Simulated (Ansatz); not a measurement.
# CsPbCl3 (model cell, started as cubic perovskite with Pb in the octahedra): a soft mode frozen in, part 2 of 3

Wanted: the energy along a soft mode of CsPbCl3 (model cell, started as cubic perovskite with Pb in the octahedra) and the structure at the end.

Ansatz 0.2.0; DFT PBE, scalar-relativistic, plane waves, PAW; PAW set soft_1.

So far, highest frequency on the path or at a solved wavevector (cm⁻¹): step 2 (response at finite wavevector) 248. Also lowest frequency on the path (cm⁻¹): step 2 -43.7.

### 6. Relaxing from the distorted cell

Starting from the lowest point found, all atoms and the cell are let go, so that strain and other modes of the same symmetry can join in.

input.yaml

```yaml
crystal:
  lattice:
    - [5.7354216158, 5.7354216158, 0.0]
    - [5.7354216158, 0.0, 5.7354216158]
    - [5.7354216158, 0.0, -5.7354216158]
  atoms:
    - { symbol: Cs, position: [0.0, 0.0, 0.0] }
    - { symbol: Cs, position: [0.0, 0.5, 0.5] }
    - { symbol: Pb, position: [0.5, 0.25, 0.75] }
    - { symbol: Pb, position: [0.5, 0.75, 0.25] }
    - { symbol: Cl, position: [0.5554794526, 0.0, 0.0] }
    - { symbol: Cl, position: [0.4445205474, 0.5, 0.5] }
    - { symbol: Cl, position: [0.0, 0.4445205474, 0.0] }
    - { symbol: Cl, position: [0.0, 0.0554794526, 0.5] }
    - { symbol: Cl, position: [0.5554794526, -0.0554794526, 0.5] }
    - { symbol: Cl, position: [0.4445205474, 0.5554794526, 0.0] }
kpoints:
  mp_grid: { grid: [6, 6, 6] }
hamiltonian:
  xc: pbe
  pseudopotentials: { kind: paw, azcp: { folder: soft_1 } }
scf:
  occupations: { method: fixed }
output:
  forces: true
  stress: true
  eigenvalues: true
relax:
  adjacent_minimum: "off"
  f_tol: 0.002
  max_steps: 120
  cell: { stress_tol: 0.03 }
```

On the command line:

```sh
$ ansatz run input.yaml --threads 8 --pin off --max-ram 16384MiB --backend cpu --events-out ev --progress --plain --runs-dir out
```

Numbers of over 12 decimals in the logs are rounded to 6 here.

The log of the run:

```text
[...]
Crystal: 10 atoms, lattice volume = 377.334 Å³
Basis set: ecut = 420 eV, 7391 PW (Γ), exchange–correlation on 120×120×120 points (8 copies of the dense FFT grid, shifted against one another)
Bands: 54, of which v1, the nominal top of the filled ones, is band 44 counted from 1 (43 counted from 0)
Symmetry: 12 space group operations
[...]
k-points: 32 of 216
[...]
SCF iter   1: F=—  HF=-41654.146182 eV  |F-HF|=—  |Δ(HF+E_count)|=         —  Δρ=2.27e-2  dr2=4.65e0  ethr=3.10e-3  ⟨swp⟩=6.2  Hψ=6522  notcnv=0  defer=218
[...]
SCF iter   8: F=-41651.895537 eV  HF=-41651.895537 eV  |F-HF|=9.83e-9  |Δ(HF+E_count)|=   5.61e-7  Δρ=1.68e-6  dr2=1.37e-8  ethr=1.14e-10  ⟨swp⟩=19.2  Hψ=11946  notcnv=0
SCF 1 converged in 8 iterations: F = -41651.895537 eV  dr2 = 1.37e-8
[...]
relax step   1: F+E_penalty+E_count = -41651.89553729 eV  Δ(F+E_penalty+E_count) = +0.000e0 eV  max|allowed force component| = 7.650e-3 eV/Å  Δτ_max = 0.0000 Å  P = -0.328 GPa  Ω = 377.334 Å³  (8 SCF iters, dr2 threshold 1.00e-7 eV, accepted)
Crystal: 10 atoms, lattice volume = 373.682 Å³
Basis set: ecut = 420 eV, 7377 PW (Γ), exchange–correlation on 120×120×120 points (8 copies of the dense FFT grid, shifted against one another)
[...]
iter 1 solved again at ethr=1.99e-6 eV; its pass at ethr=3.10e-3 eV (dr2=1.76e-3 eV) is discarded
[...]
SCF iter   5: F=-41651.902948 eV  HF=-41651.902948 eV  |F-HF|=2.97e-8  |Δ(HF+E_count)|=   4.78e-7  Δρ=2.78e-6  dr2=2.26e-8  ethr=5.89e-10  ⟨swp⟩=15.6  Hψ=10836  notcnv=0
SCF 2 converged in 5 iterations: F = -41651.902948 eV  dr2 = 2.26e-8
relax step   2: F+E_penalty+E_count = -41651.90294768 eV  Δ(F+E_penalty+E_count) = -7.410e-3 eV  max|allowed force component| = 9.352e-3 eV/Å  Δτ_max = 0.0077 Å  P = -0.137 GPa  Ω = 373.682 Å³  energy of the carried Pulay correction = +1.654e-4 eV  (5 SCF iters, dr2 threshold 5.18e-7 eV, accepted)
Crystal: 10 atoms, lattice volume = 369.630 Å³
Basis set: ecut = 420 eV, 7263 PW (Γ), exchange–correlation on 120×120×120 points (8 copies of the dense FFT grid, shifted against one another)
[...]
SCF iter   5: F=-41651.908303 eV  HF=-41651.908303 eV  |F-HF|=2.43e-7  |Δ(HF+E_count)|=   1.24e-6  Δρ=6.84e-6  dr2=1.26e-7  ethr=1.71e-10  ⟨swp⟩=15.9  Hψ=12665  notcnv=0
SCF 3 converged in 5 iterations: F = -41651.908303 eV  dr2 = 1.26e-7
relax step   3: F+E_penalty+E_count = -41651.90830348 eV  Δ(F+E_penalty+E_count) = -5.356e-3 eV  max|allowed force component| = 6.050e-3 eV/Å  Δτ_max = 0.0281 Å  P = +0.051 GPa  Ω = 369.630 Å³  energy of the carried Pulay correction = +3.519e-4 eV  (5 SCF iters, dr2 threshold 1.50e-7 eV, accepted)
[...]
relax step   4: F+E_penalty+E_count = -41651.90934310 eV  Δ(F+E_penalty+E_count) = -1.040e-3 eV  max|allowed force component| = 3.372e-4 eV/Å  Δτ_max = 0.0210 Å  P = -0.008 GPa  Ω = 369.884 Å³  energy of the carried Pulay correction = +3.402e-4 eV  (6 SCF iters, dr2 threshold 1.50e-8 eV, accepted)
Basis set: ecut = 420 eV, 7209 PW (Γ), exchange–correlation on 120×120×108 points (8 copies of the dense FFT grid, shifted against one another)
[...]
SCF iter   4: F=-41651.909028 eV  HF=-41651.909028 eV  |F-HF|=2.18e-11  |Δ(HF+E_count)|=   4.73e-9  Δρ=8.17e-8  dr2=1.49e-11  ethr=1.00e-12  ⟨swp⟩=18.2  Hψ=13887  notcnv=0
SCF 5 converged in 4 iterations: F = -41651.909028 eV  dr2 = 1.49e-11
relax step   5: F+E_penalty+E_count = -41651.90902824 eV  Δ(F+E_penalty+E_count) = +3.149e-4 eV  max|allowed force component| = 3.372e-4 eV/Å  Δτ_max = 0.0000 Å  P = -0.009 GPa  Ω = 369.884 Å³  stress off target by 9.27e-3 GPa  SCF on the basis re-selected at this cell (its energy is not comparable with the rows above)  (4 SCF iters)
basis re-selected at this cell: Δ(F+E_penalty+E_count) = +3.149e-4 eV, ΔP = -0.000 GPa vs the last step (what re-selecting the basis moved, of the pressure what is left beyond the Pulay correction that the steps carried, after the strain that the cell walked since its last selection, with what the two solves' SCF thresholds leave and, on support functions, any second-order correction that the steps lacked; it is no measure of the basis error at this ecutwfc). The dense FFT grid was sized anew with the basis: this SCF ran on 60×60×54 points, the steps before it on 60×60×60, so part of this shift can come from that change (see relax.cell in the input reference). [rest of the remark cut]
SCF converged after 4 iterations
Free energy (F): -41651.909028 eV
[...]
Internal energy: -41651.909028 eV  (E = F + TS)
E sigma→0 (E₀):  -41651.909028 eV
Fermi energy:    2.998916 eV
[...]
--- Forces (eV/Å), atoms counted from 1 ---
  atom   1  Cs    -0.00000000     0.00000000    -0.00000000
  atom   2  Cs     0.00000000     0.00000000    -0.00000000
  atom   3  Pb     0.00000000    -0.00000000    -0.00000000
  atom   4  Pb    -0.00000000     0.00000000     0.00000000
  atom   5  Cl    -0.00033722    -0.00033722    -0.00000000
  atom   6  Cl     0.00033722     0.00033722     0.00000000
  atom   7  Cl     0.00033722    -0.00000000     0.00033722
  atom   8  Cl    -0.00033722     0.00000000    -0.00033722
  atom   9  Cl    -0.00000000    -0.00033722     0.00033722
  atom  10  Cl     0.00000000     0.00033722    -0.00033722
  max |Σ_I F_I| component: 8.67e-19 eV/Å
--- Stress (GPa, compression-positive) ---
       -0.008817      -0.000453      -0.000453
       -0.000453      -0.008817       0.000453
       -0.000453       0.000453      -0.008817
  P = ⅓ Tr σ = -0.0088 GPa (-0.088 kbar)
--- Band table (eV; the first three rows and the last of 32) ---
  k-point 0: bands = [... 40 lower, 1.4201, 1.4201, 1.4659, 2.9989, 5.4582, 5.5309, 5.5309, 7.2116, ... 6 higher]
  k-point 1: bands = [... 40 lower, 1.3677, 1.3677, 1.4740, 2.7186, 5.7526, 5.7731, 5.7731, 7.3575, ... 6 higher]
  k-point 2: bands = [... 40 lower, 1.2792, 1.2792, 1.4975, 2.1449, 6.3942, 6.3942, 6.3981, 7.4927, ... 6 higher]
  k-point 31: bands = [... 40 lower, 1.3171, 1.3171, 1.8281, 1.8281, 6.2201, 6.2201, 7.1848, 7.1848, ... 6 higher]
--- Relaxed structure (4 steps of the walk, 4 accepted, 1 SCFs on fresh bases) ---
  F+E_penalty+E_count = -41651.90902824 eV   max|allowed force component| = 3.372e-4 eV/Å   (the final SCF, on the basis selected at the relaxed cell)
  cell:  # Å, volume = 369.8840 Å³
    - [5.745454, 5.745454, 6.938893903907228e-18]
    - [5.745454, 6.938893903907228e-18, 5.745454]
    - [5.650194, 0.095260, -5.650194]
  atoms:
    - { symbol: Cs, position: [0, 0, 0] }
    - { symbol: Cs, position: [1.0164395367051604e-18, 0.500000, 0.500000] }
    - { symbol: Pb, position: [0.500000, 0.250000, 0.750000] }
    - { symbol: Pb, position: [0.5, 0.75, 0.250000] }
    - { symbol: Cl, position: [0.562477, 3.812837709230991e-19, -3.9436079369828034e-19] }
    - { symbol: Cl, position: [0.437523, 0.500000, 0.500000] }
    - { symbol: Cl, position: [4.336808689942018e-19, 0.437523, 0.0] }
    - { symbol: Cl, position: [1.734723475976807e-18, 0.062477, 0.500000] }
    - { symbol: Cl, position: [0.562477, -0.062477, 0.500000] }
    - { symbol: Cl, position: [0.437523, 0.562477, -1.6653345369377348e-16] }
```

Elapsed: 32 s, on 8 threads of Arm Neoverse V1, shared host; peak memory 1.5 GiB.

The steps of the relaxation:

| step | energy less that of the first step (eV) | largest force component (eV/Å) | pressure (GPa) | volume (Å³) |
| --- | --- | --- | --- | --- |
| 1 | 0.0000 | 0.0076 | -0.33 | 377.33 |
| 2 | -0.0074 | 0.0094 | -0.14 | 373.68 |
| 3 | -0.0128 | 0.0060 | 0.05 | 369.63 |
| 4 | -0.0138 | 0.0003 | -0.01 | 369.88 |
| 5* | -0.0135 | 0.0003 | -0.01 | 369.88 |

Relaxation steps marked * repeat the geometry before them on a plane-wave basis chosen anew for their cell, so energy and pressure can jump there.

The run keeps the 12 symmetry operations that it works with, so distortions that break them were not tested.

| conventional cell, symmetrised | before | after | change |
| --- | --- | --- | --- |
| a (Å) | 8.111 | 8.125 | +0.2 % |
| b (Å) | 8.111 | 8.125 | +0.2 % |
| c (Å) | 19.868 | 19.408 | -2.3 % |
| volume (Å³/atom) | 37.73 | 36.99 | -2.0 % |

The atoms that moved most (Å, as changes of fractional coordinates times the final cell):

| atom | dx | dy | dz | length |
| --- | --- | --- | --- | --- |
| Cl9 | 0.000 | 0.040 | -0.040 | 0.057 |
| Cl10 | 0.000 | -0.040 | 0.040 | 0.057 |
| Cl5 | 0.040 | 0.040 | 0.000 | 0.057 |
| Cl8 | 0.040 | 0.000 | 0.040 | 0.057 |
| Cl7 | -0.040 | 0.000 | -0.040 | 0.057 |
| Cl6 | -0.040 | -0.040 | 0.000 | 0.057 |

This step gave:

```
pressure          : -0.008817 GPa
gap on the k-mesh : 2.459 eV
volume per atom   : 36.99 Å³
```

The distorted start has space group R-3c; the relaxation ends in R-3c.

### 7. The new phase in its own primitive cell

The relaxed structure is symmetrised, reduced to its primitive cell and relaxed tightly, as its phonons need.

input.yaml

```yaml
crystal:
  lattice:
    - [4.0626493461, 2.3455716936, 6.4692838545]
    - [-4.0626493461, 2.3455716936, 6.4692838545]
    - [0.0, -4.6911433872, 6.4692838545]
  atoms:
    - { symbol: Cs, position: [0.75, 0.75, 0.75] }
    - { symbol: Cs, position: [0.25, 0.25, 0.25] }
    - { symbol: Pb, position: [0.5, 0.5, 0.5] }
    - { symbol: Pb, position: [0.0, 0.0, 0.0] }
    - { symbol: Cl, position: [0.3124766136, 0.75, 0.1875233864] }
    - { symbol: Cl, position: [0.6875233864, 0.25, 0.8124766136] }
    - { symbol: Cl, position: [0.1875233864, 0.3124766136, 0.75] }
    - { symbol: Cl, position: [0.8124766136, 0.6875233864, 0.25] }
    - { symbol: Cl, position: [0.25, 0.8124766136, 0.6875233864] }
    - { symbol: Cl, position: [0.75, 0.1875233864, 0.3124766136] }
kpoints:
  mp_grid: { grid: [6, 6, 6] }
hamiltonian:
  xc: pbe
  pseudopotentials: { kind: paw, azcp: { folder: soft_1 } }
scf:
  occupations: { method: fixed }
output:
  forces: true
  stress: true
  eigenvalues: true
relax:
  adjacent_minimum: "off"
  f_tol: 0.001
  max_steps: 60
  cell: { stress_tol: 0.01 }
```

The log of the run:

```text
[...]
Crystal: 10 atoms, lattice volume = 369.884 Å³
Basis set: ecut = 420 eV, 7209 PW (Γ), exchange–correlation on 108×108×108 points (8 copies of the dense FFT grid, shifted against one another)
Bands: 54, of which v1, the nominal top of the filled ones, is band 44 counted from 1 (43 counted from 0)
Symmetry: 12 space group operations
[...]
k-points: 32 of 216
[...]
- { symbol: Pb, position: [0.500000, 0.500000, 0.500000] }
    - { symbol: Pb, position: [0.0, 0.0, 0.0] }
    - { symbol: Cl, position: [0.3124766136, 0.75, 0.187523] }
    - { symbol: Cl, position: [0.6875233864, 0.250000, 0.8124766136] }
    - { symbol: Cl, position: [0.187523, 0.312477, 0.75] }
    - { symbol: Cl, position: [0.812477, 0.6875233864, 0.250000] }
    - { symbol: Cl, position: [0.250000, 0.812477, 0.687523] }
    - { symbol: Cl, position: [0.75, 0.187523, 0.3124766136] }
[key lines of the parts left out:]
SCF converged after 6 iterations
Free energy (F): -41651.909028 eV
Fermi energy:    2.998917 eV
P = ⅓ Tr σ = -0.0088 GPa (-0.088 kbar)
```

Run time: 14 s. Hardware: 8 threads; peak memory 1.5 GiB.

Little changed from the start: no atom moved by 0.005 Å and no cell edge by 0.1 %.

Numbers from this step:

* direct gap on mesh: 2.459 eV

The largest force component left is 0.48 meV/Å and the pressure is -0.009 GPa, within the tolerances set. The cell now holds 36.99 Å³/atom.

(Part 2 of 3 ends here.)

[Logs are printed without paths, hosts, clocks, repeated set-up lines and the standing remarks that a program may print on its own settings, such as how far it seeks lower states.]

[Hosts, paths, dates, database ids (printed as entryN), source tags and the programs' standing remarks are cut or masked in the printed files.]
